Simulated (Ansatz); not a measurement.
# Cu, Cu31 defect cell: relaxing cell and atoms, single point and relaxing the atoms, part 2 of 2

The task, for Cu, Cu31 defect cell: 3 runs in a chain (relaxing cell and atoms, single point and relaxing the atoms).

Ansatz 0.2.0; DFT r2SCAN, scalar-relativistic, plane waves, PAW.

## (3) Single point

It takes the final geometry of step 2: a supercell is built.

input.yaml

```yaml
crystal:
  lattice:
    - [7.1526081873, 0.0, 0.0]
    - [0.0, 7.1526081873, 0.0]
    - [0.0, 0.0, 7.1526081873]
  atoms:
    - { symbol: Cu, position: [0.5, 0.0, 0.0] }
    - { symbol: Cu, position: [0.75, 0.25, 0.0] }
    - { symbol: Cu, position: [0.75, 0.0, 0.25] }
    - { symbol: Cu, position: [0.0, 0.0, 0.0] }
    - { symbol: Cu, position: [0.25, 0.25, 0.0] }
    - { symbol: Cu, position: [0.5, 0.5, 0.0] }
    - { symbol: Cu, position: [0.75, 0.75, 0.0] }
    - { symbol: Cu, position: [0.25, 0.0, 0.25] }
    - { symbol: Cu, position: [0.5, 0.25, 0.25] }
    - { symbol: Cu, position: [0.75, 0.5, 0.25] }
    - { symbol: Cu, position: [0.5, 0.0, 0.5] }
    - { symbol: Cu, position: [0.75, 0.25, 0.5] }
    - { symbol: Cu, position: [0.75, 0.0, 0.75] }
    - { symbol: Cu, position: [0.0, 0.5, 0.0] }
    - { symbol: Cu, position: [0.25, 0.75, 0.0] }
    - { symbol: Cu, position: [0.0, 0.25, 0.25] }
    - { symbol: Cu, position: [0.25, 0.5, 0.25] }
    - { symbol: Cu, position: [0.5, 0.75, 0.25] }
    - { symbol: Cu, position: [0.0, 0.0, 0.5] }
    - { symbol: Cu, position: [0.25, 0.25, 0.5] }
    - { symbol: Cu, position: [0.5, 0.5, 0.5] }
    - { symbol: Cu, position: [0.75, 0.75, 0.5] }
    - { symbol: Cu, position: [0.25, 0.0, 0.75] }
    - { symbol: Cu, position: [0.5, 0.25, 0.75] }
    - { symbol: Cu, position: [0.75, 0.5, 0.75] }
    - { symbol: Cu, position: [0.0, 0.75, 0.25] }
    - { symbol: Cu, position: [0.0, 0.5, 0.5] }
    - { symbol: Cu, position: [0.25, 0.75, 0.5] }
    - { symbol: Cu, position: [0.0, 0.25, 0.75] }
    - { symbol: Cu, position: [0.25, 0.5, 0.75] }
    - { symbol: Cu, position: [0.5, 0.75, 0.75] }
    - { symbol: Cu, position: [0.0, 0.75, 0.75] }
scf:
  occupations: { method: gaussian, width: 0.1 }
output:
  forces: true
  stress: true
  eigenvalues: true
kpoints:
  mp_grid: { grid: [8, 8, 8] }
hamiltonian:
  xc: r2scan
```

On the command line:

```bash
$ ansatz run input.yaml --threads 8 --pin off --max-ram 24576MiB --backend cpu --events-out ev --progress --plain --runs-dir out
```

Log, cut to the lines that bear on the results:

```text
Warning: RAYON_NUM_THREADS=8 ignored (pool sized by the plan → 8); use --threads N
[...]
Pseudopotentials: kind: paw
Pseudopotential: Cu, paw, valence charge 19, recommended cutoff 500 eV (meta_gga), Cu.paw.azcp
Functional definition: r2SCAN
[...]
Crystal: 32 atoms, lattice volume = 365.926 Å³
Basis set: ecut = 500 eV, 9315 PW (Γ), exchange–correlation on 216×216×216 points (64 copies of the dense FFT grid, shifted against one another)
Bands: 365, of which v1, the nominal top of the filled ones, is band 304 counted from 1 (303 counted from 0)
Symmetry: 1536 space group operations
Space group: Fm-3m (ITA 225), of the structure as read, at distance tolerance 7.2e-5 Å
k-points: 35 of 512
[...]
SCF iter   1: F=—  HF=-212200.221432 eV  |F-HF|=—  |Δ(HF+E_count)|=         —  Δρ=4.02e-2  dr2=3.22e0  dr2_τ=2.41e-2  ethr=1.77e-3  ⟨swp⟩=5.0  Hψ=40422  notcnv=0  defer=358
[...]
SCF converged after 9 iterations
Free energy (F): -212199.637529 eV
[...]
E sigma→0 (E₀):  -212199.617075 eV
Entropy (-TS):   -0.040908 eV (-1.278 meV/atom)
Fermi energy:    17.296644 eV
[...]
--- Forces (eV/Å), atoms counted from 1 ---
  atom   1  Cu    -0.00000000    -0.00000000    -0.00000000
  atom   2  Cu    -0.00000000    -0.00000000     0.00000000
  atom   3  Cu     0.00000000    -0.00000000     0.00000000
  atom   4  Cu     0.00000000     0.00000000    -0.00000000
  atom   5  Cu    -0.00000000    -0.00000000    -0.00000000
  atom   6  Cu    -0.00000000     0.00000000     0.00000000
  atom   7  Cu    -0.00000000    -0.00000000    -0.00000000
  atom   8  Cu    -0.00000000     0.00000000    -0.00000000
[...]
--- Stress (GPa, compression-positive) ---
        0.029915      -0.000000      -0.000000
       -0.000000       0.029915      -0.000000
       -0.000000      -0.000000       0.029915
  P = ⅓ Tr σ = 0.0299 GPa (0.299 kbar)
--- Band table (eV; the first three rows and the last of 35) ---
[...]
```

Run time: 2.8 min. Hardware: 8 threads of Arm Neoverse N1, shared host; peak memory 8.8 GiB.

## (4) Relaxing the atoms: Cu31 defect cell

It takes the final geometry of step 2: a supercell is built; 1 atom is removed.

Edit input.yaml of step 3 so:

```diff
@@ -6,3 +6,2 @@
   atoms:
-    - { symbol: Cu, position: [0.5, 0.0, 0.0] }
     - { symbol: Cu, position: [0.75, 0.25, 0.0] }
@@ -42,3 +41,3 @@
   forces: true
-  stress: true
+  stress: false
   eigenvalues: true
@@ -48 +47,4 @@
   xc: r2scan
+relax:
+  f_tol: 0.01
+  max_steps: 25
```

On the command line:

```bash
$ ansatz run input.yaml --threads 8 --pin off --max-ram 24576MiB --backend cpu --events-out ev --progress --plain --runs-dir out
```

Log, cut to the lines that bear on the results:

```text
Warning: RAYON_NUM_THREADS=8 ignored (pool sized by the plan → 8); use --threads N
[...]
Pseudopotentials: kind: paw
Pseudopotential: Cu, paw, valence charge 19, recommended cutoff 500 eV (meta_gga), Cu.paw.azcp
Functional definition: r2SCAN
[...]
Crystal: 31 atoms, lattice volume = 365.926 Å³
Basis set: ecut = 500 eV, 9315 PW (Γ), exchange–correlation on 216×216×216 points (64 copies of the dense FFT grid, shifted against one another)
Bands: 354, of which v1, the nominal top of the filled ones, is band 295 counted from 1 (294 counted from 0)
Symmetry: 48 space group operations
Space group: Pm-3m (ITA 221), of the structure as read, at distance tolerance 7.2e-5 Å
k-points: 35 of 512
[...]
SCF iter   1: F=—  HF=-205567.774763 eV  |F-HF|=—  |Δ(HF+E_count)|=         —  Δρ=4.02e-2  dr2=3.25e0  dr2_τ=2.55e-2  ethr=1.77e-3  ⟨swp⟩=4.9  Hψ=38924  notcnv=0  defer=474
[...]
    - { symbol: Cu, position: [5.867666067434906e-21, 4.8897217228624564e-20, 0.5] }
    - { symbol: Cu, position: [0.25085673839239453, 0.2491432616076055, 0.5] }
    - { symbol: Cu, position: [0.5, 0.5, 0.5] }
    - { symbol: Cu, position: [0.7491432616076056, 0.7508567383923944, 0.5] }
    - { symbol: Cu, position: [0.2528758865242834, 4.8897217228624504e-20, 0.7528758865242834] }
    - { symbol: Cu, position: [0.5, 0.24712411347571658, 0.7528758865242834] }
    - { symbol: Cu, position: [0.7491432616076056, 0.5, 0.7508567383923944] }
    - { symbol: Cu, position: [5.8676660674348555e-21, 0.7508567383923944, 0.2491432616076055] }
    - { symbol: Cu, position: [5.867666067434944e-21, 0.5, 0.5] }
    - { symbol: Cu, position: [0.25085673839239453, 0.7508567383923944, 0.5] }
    - { symbol: Cu, position: [5.867666067434865e-21, 0.2491432616076055, 0.7508567383923944] }
    - { symbol: Cu, position: [0.25085673839239453, 0.5, 0.7508567383923944] }
    - { symbol: Cu, position: [0.5, 0.7528758865242834, 0.7528758865242834] }
    - { symbol: Cu, position: [5.8676660674348555e-21, 0.7508567383923944, 0.7508567383923944] }
```

Run time: 12 min. Hardware: 8 threads of Arm Neoverse N1, shared host; peak memory 8.6 GiB.

The steps of the relaxation:

| step | E - E(step 1) (eV/cell) | largest force component (eV/Å) |
| --- | --- | --- |
| 1 | 0.0000 | 0.1402 |
| 2 | -0.0199 | 0.0959 |
| 3 | -0.0364 | 0.0028 |
| 4 | -0.0364 | 0.0028 |

Step 1 is the start.

## (5) The runs side by side

What follows sums up all 2 parts.

```
step            system    k mesh  energy (eV)  gap on the mesh (eV)     time
   2                Cu  38×38×38    -6631.238                  0.00     49 s
   3                Cu     8×8×8  -212199.617                  0.00  2.8 min
   4  Cu31 defect cell     8×8×8  -205567.213                  0.00   12 min
```

Totals of different systems or levels have different zeros; only balanced differences at one level mean anything.

| quantity | value |
| --- | --- |
| relaxed cell, step 2 (conventional) | a = 3.576 Å, b = 3.576 Å, c = 3.576 Å, α = 90.00°, β = 90.00°, γ = 90.00° |

In words: Against the measured lattice constant a of Cu, 3.615 Å (300 K; quoted in “Multiple origins of extra electron diffractions in fcc metals”, 2023, arxiv:2311.10326), the calculated 3.576 Å is off by -1.1 %. That is the cell relaxed with r2SCAN, without thermal expansion or zero-point motion.
